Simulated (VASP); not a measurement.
# Se (P3_121) in VASP: notebook

Aim: see how the results for Se move with the level of theory and the settings. Levels: HSE06, HSE03, PBE0, r2SCAN-EpsX, LDA. Tasks: band structure, dielectric tensor.

All numbers are computed with VASP 6.6.1; they aren't measurements. Logs are shortened: lines on timing, memory, paths and dates and some standing lists are left out, and cuts for length are marked.

## (1) Starting point

It takes space group P3_121 (No. 152, trigonal). Conventional cell: a = 4.366 Å, b = 4.366 Å, c = 4.954 Å, α = 90.00°, β = 90.00°, γ = 120.00°. Se (site symmetry 2) has 2 Se at 2.37 Å as nearest neighbours.

## (2) Band structure, HSE06

POSCAR reads:

```
Se
1.0
    4.3662000000      0.0000000000      0.0000000000
   -2.1831000000      3.7812401180      0.0000000000
    0.0000000000      0.0000000000      4.9536000000
Se
3
Direct
    0.7746000000      0.7746000000      0.0000000000
    0.0000000000      0.2254000000      0.6666666667
    0.2254000000      0.0000000000      0.3333333333
```

INCAR.step1 reads:

```
SYSTEM = Se
PREC = Accurate ; ENCUT = 520
EDIFF = 1E-5 ; ISMEAR = 0
SIGMA = 0.02 ; LREAL = .FALSE.
LASPH = .TRUE. ; NELM = 80
ALGO = Normal ; ISIF = 2
LWAVE = .TRUE. ; LCHARG = .FALSE.
GGA = PE ; KPAR = 4
```

INCAR.step2 reads:

```
SYSTEM = Se
PREC = Accurate ; ENCUT = 520
EDIFF = 1E-6 ; ISMEAR = 0
SIGMA = 0.02 ; LREAL = .FALSE.
LASPH = .TRUE. ; NELM = 80
ALGO = Normal ; ISIF = 2
LWAVE = .FALSE. ; LCHARG = .FALSE.
GGA = PE ; LHFCALC = .TRUE.
HFSCREEN = 0.2 ; PRECFOCK = Fast
ISTART = 1 ; KPAR = 4
```

KPOINTS reads:

```
Automatic mesh
0
G
  6 6 4
  0 0 0
```

KPOINTS_OPT reads:

```
path GMKGALHA,LM,KH
12
line-mode
reciprocal
 0.0000000000  0.0000000000  0.0000000000  G
 0.5000000000  0.0000000000  0.0000000000  M

 0.5000000000  0.0000000000  0.0000000000  M
 0.3333333333  0.3333333333  0.0000000000  K

 0.3333333333  0.3333333333  0.0000000000  K
 0.0000000000  0.0000000000  0.0000000000  G

 0.0000000000  0.0000000000  0.0000000000  G
 0.0000000000  0.0000000000  0.5000000000  A

 0.0000000000  0.0000000000  0.5000000000  A
 0.5000000000  0.0000000000  0.5000000000  L

 0.5000000000  0.0000000000  0.5000000000  L
 0.3333333333  0.3333333333  0.5000000000  H

 0.3333333333  0.3333333333  0.5000000000  H
 0.0000000000  0.0000000000  0.5000000000  A

 0.5000000000  0.0000000000  0.5000000000  L
 0.5000000000  0.0000000000  0.0000000000  M

 0.3333333333  0.3333333333  0.0000000000  K
 0.3333333333  0.3333333333  0.5000000000  H
```

Potentials or basis: VASP PAW PBE potentials, release 64 (Se).

The run is started by

```
$ cat potpaw_PBE.64/Se/POTCAR > POTCAR
$ cp INCAR.step1 INCAR
$ mpirun -np 4 vasp_std > vasp.out
$ cp INCAR.step2 INCAR
$ mpirun -np 4 vasp_std > vasp.out
```

OUTCAR:

```text
SYSTEM = Se
   PREC = Accurate
   ENCUT = 520
   EDIFF = 1E-6
   ISMEAR = 0
   LREAL = .FALSE.
   LASPH = .TRUE.
   NELM = 80
   ISIF = 2
   GGA = PE
   LHFCALC = .TRUE.
   HFSCREEN = 0.2
   PRECFOCK = Fast
   ISTART = 1

 ion  position               nearest neighbor table
   1  0.775  0.775  0.000-   2 2.37   3 2.37
   2  0.000  0.225  0.667-   1 2.37   3 2.37
   3  0.225  0.000  0.333-   1 2.37   2 2.37

  LATTYP: Found a hexagonal cell.
 ALAT       =     4.3662000000
 C/A-ratio  =     1.1345334616

  Lattice vectors:

 A1 = (   4.3662000000,   0.0000000000,   0.0000000000)
 A2 = (  -2.1831000000,   3.7812401180,   0.0000000000)
 A3 = (   0.0000000000,   0.0000000000,   4.9536000000)

Analysis of symmetry for initial positions (statically):
=====================================================================
 Subroutine PRICEL returns:
 Original cell was already a primitive cell.

 Routine SETGRP: Setting up the symmetry group for a
 hexagonal supercell.

 Subroutine GETGRP returns: Found  6 space group operations
 (whereof  2 operations were pure point group operations)
 out of a pool of 24 trial point group operations.

The static configuration has the point symmetry C_2 .
 The point group associated with its full space group is D_3 .

Analysis of symmetry for dynamics (positions and initial velocities):
=====================================================================
 Subroutine PRICEL returns:
 Original cell was already a primitive cell.

 Routine SETGRP: Setting up the symmetry group for a
 hexagonal supercell.

 Subroutine GETGRP returns: Found  6 space group operations
 (whereof  2 operations were pure point group operations)
 out of a pool of 24 trial point group operations.

The dynamic configuration has the point symmetry C_2 .
 The point group associated with its full space group is D_3 .

 Subroutine INISYM returns: Found  6 space group operations
 (whereof  2 operations are pure point group operations),
 and found     1 'primitive' translations

----------------------------------------------------------------------------------------

                                     Primitive cell

  volume of cell :      81.7822

  direct lattice vectors                    reciprocal lattice vectors
     4.366200000  0.000000000  0.000000000     0.229032110  0.132231751  0.000000000
    -2.183100000  3.781240118  0.000000000     0.000000000  0.264463501  0.000000000
     0.000000000  0.000000000  4.953600000     0.000000000  0.000000000  0.201873385

  length of vectors
     4.366200000  4.366200000  4.953600000     0.264463501  0.264463501  0.201873385

  position of ions in fractional coordinates (direct lattice)
     0.774600000  0.774600000  0.000000000
     0.000000000  0.225400000  0.666666667
     0.225400000  0.000000000  0.333333333

  ion indices of the primitive-cell ions
   primitive index   ion index
                 1           1
                 2           2
                 3           3

----------------------------------------------------------------------------------------

 KPOINTS: Automatic mesh

Automatic generation of k-mesh.
 Grid dimensions read from file:
 generate k-points for:    6    6    4

 Generating k-lattice:

  Cartesian coordinates                     Fractional coordinates (reciprocal lattice)
     0.038172018  0.022038625  0.000000000     0.166666667  0.000000000  0.000000000
     0.000000000  0.044077250  0.000000000     0.000000000  0.166666667  0.000000000
     0.000000000  0.000000000  0.050468346     0.000000000  0.000000000  0.250000000

  Length of vectors
     0.044077250  0.044077250  0.050468346

  Shift w.r.t. Gamma in fractional coordinates (k-lattice)
     0.000000000  0.000000000  0.000000000

 Subroutine IBZKPT returns following result:
 ===========================================

 Found     24 irreducible k-points:

 Following reciprocal coordinates:
            Coordinates               Weight
  0.000000  0.000000  0.000000      1.000000
  0.166667  0.000000  0.000000      6.000000
  0.333333  0.000000  0.000000      6.000000
  0.500000  0.000000  0.000000      3.000000
  0.166667  0.166667  0.000000      6.000000
  0.333333  0.166667  0.000000     12.000000
[... 16 lines left out ...]
  0.333333  0.166667  0.500000     12.000000
  0.333333  0.333333  0.500000      2.000000
   k-points           NKPTS =     24   k-points in BZ     NKDIM =    144   number of bands    NBANDS=     13
   number of dos      NEDOS =    301   number of ions     NIONS =      3
   total plane-waves  NPLWV =  40960
   dimension x,y,z NGX =    32 NGY =   32 NGZ =   40
   dimension x,y,z NGXF=    64 NGYF=   64 NGZF=   80
   ions per type =               3
   NGX,Y,Z   is equivalent  to a cutoff of  12.18, 12.18, 13.42 a.u.
   NGXF,Y,Z  is equivalent  to a cutoff of  24.37, 24.37, 26.85 a.u.
 SYSTEM =  Se
   PREC   = accura    normal or accurate (medium, high low for compatibility)
   ISTART =      1    job   : 0-new  1-cont  2-samecut
   ICHARG =      0    charge: 1-file 2-atom 10-const
   ISPIN  =      1    spin polarized calculation?
   LNONCOLLINEAR =      F non collinear calculations
   LSORBIT =      F    spin-orbit coupling
   LASPH  =      T    aspherical Exc in radial PAW
   ENCUT  =  520.0 eV  38.22 Ry    6.18 a.u.   8.12  8.12  9.21*2*pi/ulx,y,z
   NELM   =     80;   NELMIN=  2; NELMDL=  0     # of ELM steps
   EDIFF  = 0.1E-05   stopping-criterion for ELM
   LREAL  =      F    real-space projection
   EDIFFG = 0.1E-04   stopping-criterion for IOM
   NSW    =      0    number of steps for IOM
   IBRION =     -1    ionic relax: 0-MD 1-quasi-New 2-CG
   NFREE  =      0    steps in history (QN), initial steepest desc. (CG)
   ISIF   =      2    stress and relaxation
   ISYM   =      3    0-nonsym 1-usesym 2-fastsym
   POTIM  = 0.5000    time-step for ionic-motion
   TEBEG  =    0.0;   TEEND  =   0.0 temperature during run
   PSTRESS=    0.0 pullay stress
   NELECT =      18.0000    total number of electrons
   NUPDOWN=      -1.0000    fix difference up-down
   EMIN   =  10.00;   EMAX   =-10.00  energy-range for DOS
   EFERMI =   0.00;   METHOD = LEGACY
   ISMEAR =     0;   SIGMA  =   0.02  broadening in eV -4-tet -1-fermi 0-gaus
   EFERMI_NEDOS =   21; number of points for ismear=-14 and -15
   IALGO  =     38    algorithm
   IMIX   =      1    mixing-type and parameters
     AMIX     =   0.40;   BMIX     =  1.00
     AMIX_MAG =   1.60;   BMIX_MAG =  1.00
  volume/ion in A,a.u.               =      27.26       183.96
  Fermi-wavevector in a.u.,A,eV,Ry     =   0.988430  1.867862 13.292817  0.976995
  Thomas-Fermi vector in A             =   2.119956
   LORBIT       =      0    0 simple, 1 ext, 2 COOP (PROOUT), +10 PAW based schemes
   GGA     = PE    functional components
   LHFCALC =     T    Hartree Fock is set to
   PRECFOCK=fast      Normal, Fast or Accurate (Low or Medium for compatibility)
   ENCUT4O =  -1.0   cutoff for four orbital integrals eV
   NKREDX  =     1    reduce k-point grid by
   NKREDY  =     1    reduce k-point grid by
   NKREDZ  =     1    reduce k-point grid by
   AEXX    =    0.2500 exact exchange contribution
   HFSCREEN=    0.2000 screening length (either q_TF or 0.3 A-1)
   HFSCREENC=   0.2000 screening length for correlation (either q_TF or 0.3 A-1)
   ENCUTFOCK=  -1.0 apply spherical cutoff to Coloumb kernel
   IVDW    =     0    specifies the selected vdW correction
   LEPSILON=     F    determine dielectric tensor
   LRPA    =     F    only Hartree local field effects (RPA)
 non-spin polarized calculation
 Gauss-broadening in eV      SIGMA  =   0.02
  energy-cutoff  :      520.00
  volume of cell :       81.78
 maximum number of plane-waves:      2216
  NGX = 18; NGY = 18; NGZ = 20

 number of electron      18.0000001 magnetization

 Free energy of the ion-electron system (eV)
  ---------------------------------------------------
  ext. energy  EPLUGINS =         0.00000000
  ---------------------------------------------------
  free energy    TOTEN  =       -13.28852595 eV

  energy without entropy =      -13.28852595  energy(sigma->0) =      -13.28852595

 E-fermi :   2.2957     XC(G=0):  -7.3658

 val. band max:        2.1851090711   @ k =   0.5000   0.0000   0.5000
 cond. band min:       3.9729909393   @ k =   0.3333   0.3333   0.5000
 fundamental gap:      1.7878818683
 Fermi energy:         2.2957063434

 k-point     1 :       0.0000    0.0000    0.0000
  band No.  band energies     occupation
      1     -15.1879      2.00000
      2     -10.6074      2.00000
      3     -10.6074      2.00000
      4      -1.9092      2.00000
      5      -1.9092      2.00000
      6      -1.8839      2.00000
      7      -0.2108      2.00000
      8      -0.2108      2.00000
      9       1.5613      2.00000
     10       4.9182      0.00000
     11       4.9182      0.00000
     12       5.2038      0.00000
     13       9.2435      0.00000

 k-point     2 :       0.1667    0.0000    0.0000
  band No.  band energies     occupation
      1     -15.0704      2.00000
      2     -10.7164      2.00000
      3     -10.5945      2.00000
      4      -2.7367      2.00000
      5      -2.2687      2.00000
      6      -1.6889      2.00000
      7      -0.1386      2.00000
      8       0.2731      2.00000
      9       1.3627      2.00000
     10       4.8011      0.00000
     11       4.9065      0.00000
     12       5.4841      0.00000
     13       9.1469      0.00000
[... 321 lines left out ...]
 k-point    23 :       0.3333    0.1667    0.5000
  band No.  band energies     occupation
      1     -13.5510      2.00000
      2     -13.4423      2.00000
      3      -9.2736      2.00000
      4      -4.0971      2.00000
      5      -2.9498      2.00000
      6      -2.8084      2.00000
      7       0.7993      2.00000
      8       0.8945      2.00000
      9       1.9257      2.00000
     10       4.4137      0.00000
     11       5.6140      0.00000
     12       5.9844      0.00000
     13       9.3902      0.00000

 k-point    24 :       0.3333    0.3333    0.5000
  band No.  band energies     occupation
      1     -13.4393      2.00000
      2     -13.4393      2.00000
      3      -9.3932      2.00000
      4      -4.0568      2.00000
      5      -3.2677      2.00000
      6      -3.2677      2.00000
      7       0.9970      2.00000
      8       1.8989      2.00000
      9       1.8989      2.00000
     10       3.9730      0.00000
     11       5.7861      0.00000
     12       5.7861      0.00000
     13       9.6997      0.00000

------------------------ aborting loop because EDIFF is reached ----------------------------------------

  FORCE on cell =-STRESS in cart. coord.  units (eV):
  Direction    XX          YY          ZZ          XY          YZ          ZX
  --------------------------------------------------------------------------------------
  -------------------------------------------------------------------------------------
  Total        0.3741735      0.3741735      0.0917531     -0.0000000      0.0000000      0.0000000
  in kB        7.3303520      7.3303520      1.7975157     -0.0000000      0.0000000      0.0000000
  external PRESSURE =       5.4860733 kB  Pullay stress =       0.0000000 kB

 VOLUME and BASIS-vectors are now :
 -----------------------------------------------------------------------------
  energy-cutoff  :      520.00
  volume of cell :       81.78
      direct lattice vectors                 reciprocal lattice vectors
     4.366200000  0.000000000  0.000000000     0.229032110  0.132231751  0.000000000
    -2.183100000  3.781240118  0.000000000     0.000000000  0.264463501  0.000000000
     0.000000000  0.000000000  4.953600000     0.000000000  0.000000000  0.201873385

 POSITION                                       TOTAL-FORCE (eV/Angst)
 -----------------------------------------------------------------------------------
      1.69103      2.92895      0.00000         0.095210      0.164908     -0.000000
     -0.49207      0.85229      3.30240         0.095210     -0.164908      0.000000
      0.98414      0.00000      1.65120        -0.190419      0.000000     -0.000000
 -----------------------------------------------------------------------------------
    total drift:                               -0.000000     -0.000000     -0.000000

  FREE ENERGIE OF THE ION-ELECTRON SYSTEM (eV)
  ---------------------------------------------------
  free  energy   TOTEN  =       -13.2885259463 eV

  energy  without entropy=      -13.2885259463  energy(sigma->0) =      -13.28852595
```

Wall time 21 min (4 MPI ranks of AMD EPYC 7R13 (Zen 3), shared host); peak memory 0.37 GiB.

What came out:

* Free energy: -13.2885 eV
* Pressure: 0.5 GPa
* Largest force: 0.190 eV/Å
* Band gap on the k mesh: 1.79 eV, indirect (least direct gap 2.07 eV)
* Band gap along the path: 1.79 eV, indirect (least direct gap 2.02 eV)

Forces in eV/Å, atoms in the order of the input:
```
Se   0.095  0.165  0.000
Se   0.095 -0.165  0.000
Se  -0.190  0.000  0.000
```

Levels at the corners of the path, in eV from the valence-band top:
```tsv
point	band 7	band 8	band 9	band 10	band 11	band 12
Γ	-2.40	-2.40	-0.62	2.73	2.73	3.02
M	-3.19	-1.99	-1.21	2.72	3.15	5.07
M	-3.19	-1.99	-1.21	2.72	3.15	5.07
K	-3.13	-2.89	-1.89	3.91	3.91	4.65
K	-3.13	-2.89	-1.89	3.91	3.91	4.65
Γ	-2.40	-2.40	-0.62	2.73	2.73	3.02
Γ	-2.40	-2.40	-0.62	2.73	2.73	3.02
A	-1.82	-1.82	-1.39	1.96	1.96	2.02
A	-1.82	-1.82	-1.39	1.96	1.96	2.02
L	-2.14	-1.58	0.00	2.41	3.50	3.86
L	-2.14	-1.58	0.00	2.41	3.50	3.86
H	-1.19	-0.29	-0.29	1.79	3.60	3.60
H	-1.19	-0.29	-0.29	1.79	3.60	3.60
A	-1.82	-1.82	-1.39	1.96	1.96	2.02
L	-2.14	-1.58	0.00	2.41	3.50	3.86
M	-3.19	-1.99	-1.21	2.72	3.15	5.07
K	-3.13	-2.89	-1.89	3.91	3.91	4.65
H	-1.19	-0.29	-0.29	1.79	3.60	3.60
```

Caveat: the PAW data sets were made with another functional, which shifts forces and pressure a little.

## (3) Band structure, HSE03

POSCAR is that of step 2.

INCAR.step1 is that of step 2.

Changes to INCAR.step2 since step 2:

```diff
@@ -8,3 +8,3 @@
 GGA = PE ; LHFCALC = .TRUE.
-HFSCREEN = 0.2 ; PRECFOCK = Fast
+HFSCREEN = 0.3 ; PRECFOCK = Fast
 ISTART = 1 ; KPAR = 4
```

KPOINTS is that of step 2.

KPOINTS_OPT is that of step 2.

Potentials or basis: VASP PAW PBE potentials, release 64 (Se).

The run is started by

```
$ cat potpaw_PBE.64/Se/POTCAR > POTCAR
$ cp INCAR.step1 INCAR
$ mpirun -np 4 vasp_std > vasp.out
$ cp INCAR.step2 INCAR
$ mpirun -np 4 vasp_std > vasp.out
```

Run time: 20 min. Hardware: 4 MPI ranks of AMD EPYC 7R13 (Zen 3), shared host; peak memory 0.37 GiB.

It converged, with:

```
Free energy             : -12.7141 eV
Pressure                : 0.7 GPa
Largest force           : 0.127 eV/Å
Band gap on the k mesh  : 1.60 eV, indirect (least direct gap 1.88 eV)
Band gap along the path : 1.60 eV, indirect (least direct gap 1.82 eV)
```

Forces on the atoms (eV/Å):
```
Se   0.063  0.110  0.000
Se   0.063 -0.110  0.000
Se  -0.127  0.000  0.000
```

Stress tensor (GPa, compression positive):
```
0.83 0.00 0.00
0.00 0.83 0.00
0.00 0.00 0.56
```

Levels at the corners of the path, in eV from the valence-band top:
```tsv
point	band 7	band 8	band 9	band 10	band 11	band 12
Γ	-2.34	-2.34	-0.59	2.52	2.52	2.80
M	-3.13	-1.95	-1.18	2.51	2.94	4.83
M	-3.13	-1.95	-1.18	2.51	2.94	4.83
K	-3.07	-2.85	-1.84	3.69	3.69	4.42
K	-3.07	-2.85	-1.84	3.69	3.69	4.42
Γ	-2.34	-2.34	-0.59	2.52	2.52	2.80
Γ	-2.34	-2.34	-0.59	2.52	2.52	2.80
A	-1.77	-1.77	-1.35	1.77	1.77	1.82
A	-1.77	-1.77	-1.35	1.77	1.77	1.82
L	-2.09	-1.55	0.00	2.22	3.30	3.65
L	-2.09	-1.55	0.00	2.22	3.30	3.65
H	-1.16	-0.28	-0.28	1.60	3.39	3.39
H	-1.16	-0.28	-0.28	1.60	3.39	3.39
A	-1.77	-1.77	-1.35	1.77	1.77	1.82
L	-2.09	-1.55	0.00	2.22	3.30	3.65
M	-3.13	-1.95	-1.18	2.51	2.94	4.83
K	-3.07	-2.85	-1.84	3.69	3.69	4.42
H	-1.16	-0.28	-0.28	1.60	3.39	3.39
```

Caveat: the PAW data sets were made with another functional, which shifts forces and pressure a little.

## (4) Band structure, PBE0

POSCAR is that of step 3.

INCAR.step1 is that of step 3.

Changes to INCAR.step2 since step 3:

```diff
@@ -8,3 +8,4 @@
 GGA = PE ; LHFCALC = .TRUE.
-HFSCREEN = 0.3 ; PRECFOCK = Fast
-ISTART = 1 ; KPAR = 4
+AEXX = 0.25 ; PRECFOCK = Fast
+HFRCUT = -1 ; ISTART = 1
+KPAR = 4
```

KPOINTS is that of step 3.

KPOINTS_OPT is that of step 3.

The run is started by

```
$ cat potpaw_PBE.64/Se/POTCAR > POTCAR
$ cp INCAR.step1 INCAR
$ mpirun -np 4 vasp_std > vasp.out
$ cp INCAR.step2 INCAR
$ mpirun -np 4 vasp_std > vasp.out
```

Run time: 20 min. Hardware: 4 MPI ranks of AMD EPYC 7R13 (Zen 3), shared host; peak memory 0.28 GiB.

The run converged. Its results:

```
Free energy             : -14.7663 eV
Pressure                : 0.4 GPa
Largest force           : 0.218 eV/Å
Band gap on the k mesh  : 2.43 eV, indirect (least direct gap 2.72 eV)
Band gap along the path : 2.43 eV, indirect (least direct gap 2.66 eV)
```

Forces in eV/Å, atoms in the order of the input:
```
Se   0.109  0.189  0.000
Se   0.109 -0.189  0.000
Se  -0.218  0.000  0.000
```

Stress tensor (GPa, compression positive):
```
 0.68  0.00  0.00
 0.00  0.68  0.00
 0.00  0.00 -0.10
```

Levels at the corners of the path, in eV from the valence-band top:
| point | band 7 | band 8 | band 9 | band 10 | band 11 | band 12 |
| --- | --- | --- | --- | --- | --- | --- |
| Γ | -2.44 | -2.44 | -0.66 | 3.42 | 3.42 | 3.70 |
| M | -3.25 | -2.01 | -1.24 | 3.38 | 3.82 | 5.77 |
| M | -3.25 | -2.01 | -1.24 | 3.38 | 3.82 | 5.77 |
| K | -3.19 | -2.92 | -1.94 | 4.59 | 4.59 | 5.35 |
| K | -3.19 | -2.92 | -1.94 | 4.59 | 4.59 | 5.35 |
| Γ | -2.44 | -2.44 | -0.66 | 3.42 | 3.42 | 3.70 |
| Γ | -2.44 | -2.44 | -0.66 | 3.42 | 3.42 | 3.70 |
| A | -1.86 | -1.86 | -1.43 | 2.62 | 2.62 | 2.69 |
| A | -1.86 | -1.86 | -1.43 | 2.62 | 2.62 | 2.69 |
| L | -2.19 | -1.62 | 0.00 | 3.08 | 4.19 | 4.56 |
| L | -2.19 | -1.62 | 0.00 | 3.08 | 4.19 | 4.56 |
| H | -1.22 | -0.28 | -0.28 | 2.43 | 4.28 | 4.28 |
| H | -1.22 | -0.28 | -0.28 | 2.43 | 4.28 | 4.28 |
| A | -1.86 | -1.86 | -1.43 | 2.62 | 2.62 | 2.69 |
| L | -2.19 | -1.62 | 0.00 | 3.08 | 4.19 | 4.56 |
| M | -3.25 | -2.01 | -1.24 | 3.38 | 3.82 | 5.77 |
| K | -3.19 | -2.92 | -1.94 | 4.59 | 4.59 | 5.35 |
| H | -1.22 | -0.28 | -0.28 | 2.43 | 4.28 | 4.28 |

Caveat: the PAW data sets were made with another functional, which shifts forces and pressure a little.

(Continued in part 2 of 3.)
